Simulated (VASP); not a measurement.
# PtSe2 in VASP: further runs

The runs below take PtSe2 through relaxation of cell and atoms, with PBE+D3(BJ), r2SCAN+rVV10.

All numbers are computed with VASP 6.6.1; they aren't measurements. Logs are shortened: lines on timing, memory, paths and dates and some standing lists are left out, and cuts for length are marked.

**1. The structure**

The cell holds a slab with vacuum, 3 atoms: a = 3.724 Å, b = 3.724 Å, c = 20.531 Å, α = 90.00°, β = 90.00°, γ = 120.00°.

**2. Relaxation of cell and atoms, PBE+D3(BJ)**

Contents of INCAR:

```
  ALGO = Normal
  EDIFF = 1E-6
  EDIFFG = -0.01
  ENCUT = 600
  GGA = PE
  IBRION = 2
  ISIF = 3
  ISMEAR = 0
  IVDW = 12
  KPAR = 8
  LASPH = T
  LATTICE_CONSTRAINTS = .TRUE. .TRUE. .FALSE.
  LCHARG = F
  LREAL = F
  LWAVE = F
  NELM = 80
  NSW = 90
  PREC = Accurate
  SIGMA = 0.03
```

Contents of KPOINTS:

```
k-points
0
Gamma
  9 9 1
```

Contents of POSCAR:

```
PtSe2
1.0
    3.7240000000      0.0000000000      0.0000000000
   -1.8620000000      3.2250786000      0.0000000000
    0.0000000000      0.0000000000     20.5310000000
Se Pt
2 1
Direct
    0.6666666700      0.3333333300      0.4383615000
    0.3333333300      0.6666666700      0.5616385000
    0.0000000000      0.0000000000      0.5000000000
```

Potentials or basis: VASP PAW PBE potentials, release 64 (Se, Pt).

Run with:

```
cat potpaw_PBE.64/Se/POTCAR potpaw_PBE.64/Pt/POTCAR > POTCAR
mpirun -np 8 vasp_std > vasp.out
```

OUTCAR:

```text
EDIFF = 1E-6
   EDIFFG = -0.01
   ENCUT = 600
   GGA = PE
   IBRION = 2
   ISIF = 3
   ISMEAR = 0
   IVDW = 12
   LASPH = T
   LREAL = F
   NELM = 80
   NSW = 90
   PREC = Accurate
 IVDW          = 12

 ion  position               nearest neighbor table
   1  0.667  0.333  0.438-   3 2.49   3 2.49   3 2.49
   2  0.333  0.667  0.562-   3 2.49   3 2.49   3 2.49
   3  0.000  0.000  0.500-   1 2.49   2 2.49   2 2.49   1 2.49   1 2.49   2 2.49

  LATTYP: Found a hexagonal cell.
 ALAT       =     3.7240000000
 C/A-ratio  =     5.5131578947

  Lattice vectors:

 A1 = (   3.7240000000,   0.0000000000,   0.0000000000)
 A2 = (  -1.8620000000,   3.2250786000,   0.0000000000)
 A3 = (   0.0000000000,   0.0000000000,  20.5310000000)

Analysis of symmetry for initial positions (statically):
=====================================================================
 Subroutine PRICEL returns:
 Original cell was already a primitive cell.

 Routine SETGRP: Setting up the symmetry group for a
 hexagonal supercell.

 Subroutine GETGRP returns: Found 12 space group operations
 (whereof 12 operations were pure point group operations)
 out of a pool of 24 trial point group operations.

The static configuration has the point symmetry D_3d.

Analysis of symmetry for dynamics (positions and initial velocities):
=====================================================================
 Subroutine PRICEL returns:
 Original cell was already a primitive cell.

 Routine SETGRP: Setting up the symmetry group for a
 hexagonal supercell.

 Subroutine GETGRP returns: Found 12 space group operations
 (whereof 12 operations were pure point group operations)
 out of a pool of 24 trial point group operations.

The dynamic configuration has the point symmetry D_3d.

 Subroutine INISYM returns: Found 12 space group operations
 (whereof 12 operations are pure point group operations),
 and found     1 'primitive' translations

----------------------------------------------------------------------------------------

                                     Primitive cell

  volume of cell :     246.5813

  direct lattice vectors                    reciprocal lattice vectors
     3.724000000  0.000000000  0.000000000     0.268528464  0.155034981  0.000000000
    -1.862000000  3.225078600  0.000000000     0.000000000  0.310069962  0.000000000
     0.000000000  0.000000000 20.531000000     0.000000000  0.000000000  0.048706834

  length of vectors
     3.724000000  3.723999997 20.531000000     0.310069962  0.310069962  0.048706834

  position of ions in fractional coordinates (direct lattice)
     0.666666670  0.333333330  0.438361500
     0.333333330  0.666666670  0.561638500
     0.000000000  0.000000000  0.500000000

  ion indices of the primitive-cell ions
   primitive index   ion index
                 1           1
                 2           2
                 3           3

----------------------------------------------------------------------------------------

 KPOINTS: k-points

Automatic generation of k-mesh.
 Grid dimensions read from file:
 generate k-points for:    9    9    1

 Generating k-lattice:

  Cartesian coordinates                     Fractional coordinates (reciprocal lattice)
     0.029836496  0.017226109  0.000000000     0.111111111 -0.000000000  0.000000000
     0.000000000  0.034452218  0.000000000     0.000000000  0.111111111  0.000000000
     0.000000000  0.000000000  0.048706834     0.000000000  0.000000000  1.000000000

  Length of vectors
     0.034452218  0.034452218  0.048706834

  Shift w.r.t. Gamma in fractional coordinates (k-lattice)
     0.000000000  0.000000000  0.000000000

 Subroutine IBZKPT returns following result:
 ===========================================

 Found     12 irreducible k-points:

 Following reciprocal coordinates:
            Coordinates               Weight
  0.000000  0.000000  0.000000      1.000000
  0.111111 -0.000000  0.000000      6.000000
  0.222222  0.000000  0.000000      6.000000
  0.333333 -0.000000  0.000000      6.000000
  0.444444  0.000000  0.000000      6.000000
  0.111111  0.111111  0.000000      6.000000
  0.222222  0.111111  0.000000     12.000000
  0.333333  0.111111  0.000000     12.000000
  0.444444  0.111111  0.000000      6.000000
  0.222222  0.222222  0.000000      6.000000
  0.333333  0.222222  0.000000     12.000000
  0.333333  0.333333  0.000000      2.000000
   k-points           NKPTS =     12   k-points in BZ     NKDIM =     12   number of bands    NBANDS=     15
   number of dos      NEDOS =    301   number of ions     NIONS =      3
   total plane-waves  NPLWV = 151200
   dimension x,y,z NGX =    30 NGY =   30 NGZ =  168
   dimension x,y,z NGXF=    60 NGYF=   60 NGZF=  336
   ions per type =               2   1
   NGX,Y,Z   is equivalent  to a cutoff of  13.39, 13.39, 13.60 a.u.
   NGXF,Y,Z  is equivalent  to a cutoff of  26.79, 26.79, 27.21 a.u.
 SYSTEM =  unknown system
   PREC   = accura    normal or accurate (medium, high low for compatibility)
   ISTART =      0    job   : 0-new  1-cont  2-samecut
   ICHARG =      2    charge: 1-file 2-atom 10-const
   ISPIN  =      1    spin polarized calculation?
   LNONCOLLINEAR =      F non collinear calculations
   LSORBIT =      F    spin-orbit coupling
   LASPH  =      T    aspherical Exc in radial PAW
   ENCUT  =  600.0 eV  44.10 Ry    6.64 a.u.   7.44  7.44 41.01*2*pi/ulx,y,z
   NELM   =     80;   NELMIN=  2; NELMDL= -5     # of ELM steps
   EDIFF  = 0.1E-05   stopping-criterion for ELM
   LREAL  =      F    real-space projection
   EDIFFG = -.1E-01   stopping-criterion for IOM
   NSW    =     90    number of steps for IOM
   IBRION =      2    ionic relax: 0-MD 1-quasi-New 2-CG
   NFREE  =      1    steps in history (QN), initial steepest desc. (CG)
   ISIF   =      3    stress and relaxation
   ISYM   =      2    0-nonsym 1-usesym 2-fastsym
   POTIM  = 0.5000    time-step for ionic-motion
   TEBEG  =    0.0;   TEEND  =   0.0 temperature during run
   PSTRESS=    0.0 pullay stress
   NELECT =      22.0000    total number of electrons
   NUPDOWN=      -1.0000    fix difference up-down
   EMIN   =  10.00;   EMAX   =-10.00  energy-range for DOS
   EFERMI =   0.00;   METHOD = LEGACY
   ISMEAR =     0;   SIGMA  =   0.03  broadening in eV -4-tet -1-fermi 0-gaus
   EFERMI_NEDOS =   21; number of points for ismear=-14 and -15
   IALGO  =     38    algorithm
   IMIX   =      4    mixing-type and parameters
     AMIX     =   0.40;   BMIX     =  1.00
     AMIX_MAG =   1.60;   BMIX_MAG =  1.00
  volume/ion in A,a.u.               =      82.19       554.67
  Fermi-wavevector in a.u.,A,eV,Ry     =   0.731525  1.382381  7.280865  0.535128
  Thomas-Fermi vector in A             =   1.823763
   LORBIT       =      0    0 simple, 1 ext, 2 COOP (PROOUT), +10 PAW based schemes
   GGA     = PE    functional components
   LHFCALC =     F    Hartree Fock is set to
   AEXX    =    0.0000 exact exchange contribution
   IVDW    =    12    specifies the selected vdW correction
   LEPSILON=     F    determine dielectric tensor
   LRPA    =     F    only Hartree local field effects (RPA)
 conjugate gradient relaxation of ions
 non-spin polarized calculation
 Gauss-broadening in eV      SIGMA  =   0.03
  energy-cutoff  :      600.00
  volume of cell :      246.58
 maximum number of plane-waves:      8273
 NGX is ok and might be reduce to    30
   NGX = 15   NGY = 15   NGZ = 83

--------------------------------------- Ionic step        1  -------------------------------------------

 number of electron      21.9999998 magnetization

 Free energy of the ion-electron system (eV)
  ---------------------------------------------------
  ext. energy  EPLUGINS =         0.00000000
  ---------------------------------------------------
  free energy    TOTEN  =       -14.25645033 eV

  energy without entropy =      -14.25645033  energy(sigma->0) =      -14.25645033

------------------------ aborting loop because EDIFF is reached ----------------------------------------

 Edisp (eV)   -0.89680

 E8    (eV) :    -0.4117

  FORCE on cell =-STRESS in cart. coord.  units (eV):
  Direction    XX          YY          ZZ          XY          YZ          ZX
  --------------------------------------------------------------------------------------
  -------------------------------------------------------------------------------------
  Total       0.94933     0.94933     1.50585    -0.00000    -0.00000     0.00000
  in kB       6.16832     6.16832     9.78433    -0.00000    -0.00000     0.00000
  external pressure =        7.37 kB  Pullay stress =        0.00 kB

 VOLUME and BASIS-vectors are now :
 -----------------------------------------------------------------------------
  energy-cutoff  :      600.00
  volume of cell :      246.58
      direct lattice vectors                 reciprocal lattice vectors
     3.724000000  0.000000000  0.000000000     0.268528464  0.155034981  0.000000000
    -1.862000000  3.225078600  0.000000000     0.000000000  0.310069962  0.000000000
     0.000000000  0.000000000 20.531000000     0.000000000  0.000000000  0.048706834

 POSITION                                       TOTAL-FORCE (eV/Angst)
 -----------------------------------------------------------------------------------
      1.86200      1.07503      9.00000        -0.000000      0.000000     -0.599588
     -0.00000      2.15005     11.53100         0.000000     -0.000000      0.599588
      0.00000      0.00000     10.26550         0.000000      0.000000     -0.000000
 -----------------------------------------------------------------------------------
    total drift:                                0.000000     -0.000000      0.000000
[... 107 lines left out ...]
 VOLUME and BASIS-vectors are now :
 -----------------------------------------------------------------------------
  energy-cutoff  :      600.00
  volume of cell :      248.52
      direct lattice vectors                 reciprocal lattice vectors
     3.738606928  0.000000000  0.000000000     0.267479310  0.154429252  0.000000000
    -1.869303464  3.237728570  0.000000000    -0.000000000  0.308858503  0.000000000
     0.000000000  0.000000000 20.531000000     0.000000000  0.000000000  0.048706834

 POSITION                                       TOTAL-FORCE (eV/Angst)
 -----------------------------------------------------------------------------------
      1.86930      1.07924      8.97169         0.000000     -0.000000     -0.151516
     -0.00000      2.15849     11.55931         0.000000      0.000000      0.151516
      0.00000      0.00000     10.26550        -0.000000      0.000000      0.000000
 -----------------------------------------------------------------------------------
    total drift:                                0.000000      0.000000      0.000000

  FREE ENERGIE OF THE ION-ELECTRON SYSTEM (eV)
  ---------------------------------------------------
  free  energy   TOTEN  =       -15.1767956639 eV

  energy  without entropy=      -15.1767956639  energy(sigma->0) =      -15.17679566

--------------------------------------- Ionic step        5  -------------------------------------------

 number of electron      21.9999996 magnetization

 Free energy of the ion-electron system (eV)
  ---------------------------------------------------
  ext. energy  EPLUGINS =         0.00000000
  ---------------------------------------------------
  free energy    TOTEN  =       -14.28659848 eV

  energy without entropy =      -14.28659848  energy(sigma->0) =      -14.28659848

 E-fermi :  -2.7595     XC(G=0):  -3.3095

 val. band max:       -2.8895537607   @ k =   0.0000   0.0000   0.0000
 cond. band min:      -1.5391107944   @ k =   0.2222   0.0000   0.0000
 fundamental gap:      1.3504429663
 Fermi energy:        -2.7595124848

 k-point     1 :       0.0000    0.0000    0.0000
  band No.  band energies     occupation
      1     -16.9392      2.00000
      2     -15.1754      2.00000
      3      -8.0482      2.00000
      4      -7.9860      2.00000
      5      -7.9860      2.00000
      6      -5.7740      2.00000
      7      -5.7740      2.00000
      8      -4.2002      2.00000
      9      -3.5708      2.00000
     10      -2.8896      2.00000
     11      -2.8896      2.00000
     12       0.0686      0.00000
     13       0.0686      0.00000
     14       1.6046      0.00000
     15       2.3086      0.00000

 k-point     2 :       0.1111   -0.0000    0.0000
  band No.  band energies     occupation
      1     -16.8066      2.00000
      2     -15.1812      2.00000
      3      -8.0153      2.00000
      4      -7.9118      2.00000
      5      -7.9081      2.00000
      6      -5.9693      2.00000
      7      -5.8641      2.00000
      8      -4.5901      2.00000
      9      -3.3516      2.00000
     10      -2.9924      2.00000
     11      -2.8937      2.00000
     12      -0.7188      0.00000
     13      -0.1165      0.00000
     14       2.0228      0.00000
     15       2.5119      0.00000
[... 195 lines left out ...]
 VOLUME and BASIS-vectors are now :
 -----------------------------------------------------------------------------
  energy-cutoff  :      600.00
  volume of cell :      244.13
      direct lattice vectors                 reciprocal lattice vectors
     3.705475496  0.000000000  0.000000000     0.269870898  0.155810036  0.000000000
    -1.852737748  3.209035909  0.000000000    -0.000000000  0.311620072  0.000000000
     0.000000000  0.000000000 20.531000000     0.000000000  0.000000000  0.048706834

 POSITION                                       TOTAL-FORCE (eV/Angst)
 -----------------------------------------------------------------------------------
      1.85274      1.06968      8.94019        -0.000000      0.000000     -0.000065
     -0.00000      2.13936     11.59081        -0.000000     -0.000000      0.000065
      3.70548      0.00000     10.26550         0.000000      0.000000      0.000000
 -----------------------------------------------------------------------------------
    total drift:                                0.000000      0.000000     -0.000000

  FREE ENERGIE OF THE ION-ELECTRON SYSTEM (eV)
  ---------------------------------------------------
  free  energy   TOTEN  =       -15.1839625306 eV

  energy  without entropy=      -15.1839625306  energy(sigma->0) =      -15.18396253

 reached required accuracy - stopping structural energy minimisation
```

Run time: 53 s. Hardware: 8 MPI ranks of Intel Xeon 6975P-C (Granite Rapids), shared host; peak memory 0.48 GiB.

What came out:

```
Free energy                            : -15.1840 eV
Relaxed volume                         : 81.38 Å³/atom
Relaxed cell                           : a = 3.705 Å, b = 3.705 Å, c = 20.531 Å, α = 90.00°, β = 90.00°, γ = 120.00°
Space group after relaxing (to 0.05 Å) : P-3m1 (No. 164)
Energy gained by relaxing              : 10.2 meV/atom
Ionic steps                            : 5
Band gap on the k mesh                 : 1.35 eV, indirect (least direct gap 1.58 eV)
Dispersion energy per atom             : -0.299 eV
```

The path:
```tsv
step	energy change (eV)	largest force (eV/Å)	pressure (GPa)	volume (Å³)
1	0.0000	0.5996	0.74	246.58
2	-0.0019	0.1198	-0.75	254.17
3	-0.0159	0.2171	-0.06	250.42
4	-0.0235	0.1515	-0.04	248.52
5	-0.0307	0.0001	0.01	244.13
```

Final structure:
```
CELL_PARAMETERS angstrom
3.70548 0.00000 0.00000
-1.85274 3.20904 0.00000
0.00000 0.00000 20.53100
ATOMIC_POSITIONS crystal
Se 0.66667 0.33333 0.43545
Se 0.33333 0.66667 0.56455
Pt 0.00000 0.00000 0.50000
```

Levels at points of the mesh, in eV from the valence-band top:
```
           k point  band 8  band 9  band 10  band 11  band 12  band 13  band 14  band 15
(0.00, 0.00, 0.00)   -1.31   -0.68     0.00     0.00     2.96     2.96     4.49     5.20
```

Caveat: spin-orbit coupling is left out, which moves the levels of the heavy elements. PBE gaps usually lie below the measured ones, often by a third to a half.

**3. Relaxation of cell and atoms, PBE+D3(BJ)**

This run uses another cell than the first one, of 81.38 Å³/atom, 0.990 times its volume.

INCAR: that of step 2 with these lines changed.

```diff
@@ -1,4 +1,4 @@
   ALGO = Normal
-  EDIFF = 1E-6
-  EDIFFG = -0.01
+  EDIFF = 1E-7
+  EDIFFG = -0.005
   ENCUT = 600
```

KPOINTS is that of step 2.

Contents of POSCAR:

```
PtSe2                                   
1.0
    3.7054754964      0.0000000000      0.0000000000
   -1.8527377482      3.2090359094      0.0000000000
    0.0000000000      0.0000000000     20.5310000000
  Se              Pt            
     2     1
Direct
     0.6666666699999979    0.3333333300000021    0.4354485116653866
     0.3333333300000021    0.6666666699999979    0.5645514883346133
     1.0000000000000000    0.0000000000000000    0.5000000000000000
```

Potentials or basis: VASP PAW PBE potentials, release 64 (Se, Pt).

Run with:

```
cat potpaw_PBE.64/Se/POTCAR potpaw_PBE.64/Pt/POTCAR > POTCAR
mpirun -np 8 vasp_std > vasp.out
```

Run time: 31 s. Hardware: 8 MPI ranks of Intel Xeon 6975P-C (Granite Rapids), shared host; peak memory 0.47 GiB.

It converged, with:

* Free energy: -15.1839 eV
* Relaxed volume: 81.39 Å³/atom
* Relaxed cell: a = 3.706 Å, b = 3.706 Å, c = 20.531 Å, α = 90.00°, β = 90.00°, γ = 120.00°
* Space group after relaxing (to 0.05 Å): P-3m1 (No. 164)
* Energy gained by relaxing: 0.0 meV/atom
* Ionic steps: 3
* Band gap on the k mesh: 1.35 eV, indirect (least direct gap 1.58 eV)
* Dispersion energy per atom: -0.299 eV

Forces on the atoms (eV/Å):
```
Se   0.000  0.000  0.002
Se   0.000  0.000 -0.002
Pt   0.000  0.000  0.000
```

Final structure:
```
Se Pt
1.0
     3.70583    0.00000    0.00000
    -1.85292    3.20935    0.00000
     0.00000    0.00000   20.53100
Se Pt
2 1
Direct
  0.66667 0.33333 0.43545
  0.33333 0.66667 0.56455
  0.00000 0.00000 0.50000
```

Levels at points of the mesh, in eV from the valence-band top:
| k point | band 9 | band 10 | band 11 | band 12 | band 13 | band 14 |
| --- | --- | --- | --- | --- | --- | --- |
| (0.00, 0.00, 0.00) | -0.68 | 0.00 | 0.00 | 2.96 | 2.96 | 4.50 |

Caveat: spin-orbit coupling is left out, which moves the levels of the heavy elements. PBE gaps usually lie below the measured ones, often by a third to a half.

(Part 1 of 2 ends here.)
